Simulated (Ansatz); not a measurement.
**PtSe2 (Sudovikovite): band structure with PBEsol**

The system is PtSe2 (Sudovikovite).

```
CELL_PARAMETERS angstrom
3.72400 0.00000 0.00000
-1.86200 3.22508 0.00000
0.00000 0.00000 5.06200
ATOMIC_POSITIONS crystal
Pt 0.00000 0.00000 0.00000
Se 0.66667 0.33333 0.75000
Se 0.33333 0.66667 0.25000
```

```yaml
Program: Ansatz 0.2.0
Task: band structure
Functional: PBEsol
Potentials_or_basis: Ansatz PAW
Cutoff: "420 eV (not typed: the program's choice for these potentials)"
k_mesh: 8 × 8 × 5
Occupations: fermi-dirac, width 0.05 eV
Spin: spin-orbit coupling, no magnetisation
Path: "[[\"G\", \"M\", \"K\", \"G\", \"A\", \"L\", \"H\", \"A\"], [\"L\", \"M\"], [\"K\", \"H\"]]"
Points_for_each_segment_of_the_path: 14
```

The pressure is 2.2 GPa. The largest force is 0.349 eV/Å and the band gap on the k mesh is none (metal or under the smearing width).

Forces on the atoms (eV/Å):
```
Pt   0.000  0.000  0.000
Se   0.000  0.000 -0.349
Se   0.000  0.000  0.349
```

Stress tensor (GPa, compression positive):
```
2.56 0.00 0.00
0.00 2.56 0.00
0.00 0.00 1.39
```

Levels at the corners of the path, in eV from the Fermi level:
| point | band 46 | band 47 | band 48 | band 49 | band 50 | band 51 | band 52 | band 53 | band 54 | band 55 |
| --- | --- | --- | --- | --- | --- | --- | --- | --- | --- | --- |
| Γ | -1.46 | -0.90 | -0.90 | 0.38 | 0.38 | 1.35 | 1.35 | 1.46 | 1.46 | 3.36 |
| M | -3.51 | -3.32 | -3.32 | -2.83 | -2.83 | 0.61 | 0.61 | 2.29 | 2.29 | 4.67 |
| K | -2.82 | -2.02 | -2.02 | -1.81 | -1.81 | -0.11 | -0.11 | 0.04 | 0.04 | 3.94 |
| Γ | -1.46 | -0.90 | -0.90 | 0.38 | 0.38 | 1.35 | 1.35 | 1.46 | 1.46 | 3.36 |
| A | -1.79 | -1.75 | -1.75 | -1.36 | -1.36 | 2.22 | 2.22 | 2.28 | 2.28 | 4.45 |
| L | -3.02 | -2.98 | -2.98 | -1.43 | -1.43 | 0.93 | 0.93 | 1.48 | 1.48 | 4.45 |
| H | -3.72 | -2.61 | -2.61 | -2.39 | -2.39 | 1.90 | 1.90 | 1.99 | 1.99 | 6.44 |
| A | -1.79 | -1.75 | -1.75 | -1.36 | -1.36 | 2.22 | 2.22 | 2.28 | 2.28 | 4.45 |
| L | -3.02 | -2.98 | -2.98 | -1.43 | -1.43 | 0.93 | 0.93 | 1.48 | 1.48 | 4.45 |
| M | -3.51 | -3.32 | -3.32 | -2.83 | -2.83 | 0.61 | 0.61 | 2.29 | 2.29 | 4.67 |
| K | -2.82 | -2.02 | -2.02 | -1.81 | -1.81 | -0.11 | -0.11 | 0.04 | 0.04 | 3.94 |
| H | -3.72 | -2.61 | -2.61 | -2.39 | -2.39 | 1.90 | 1.90 | 1.99 | 1.99 | 6.44 |

It took 56 s on 2 threads of Arm Neoverse V2 (shared host), peak memory 0.71 GiB.

Caveat: the PAW data sets come from PBE, with cores solved anew for the run's functional, which leaves a small shift of forces and pressure.
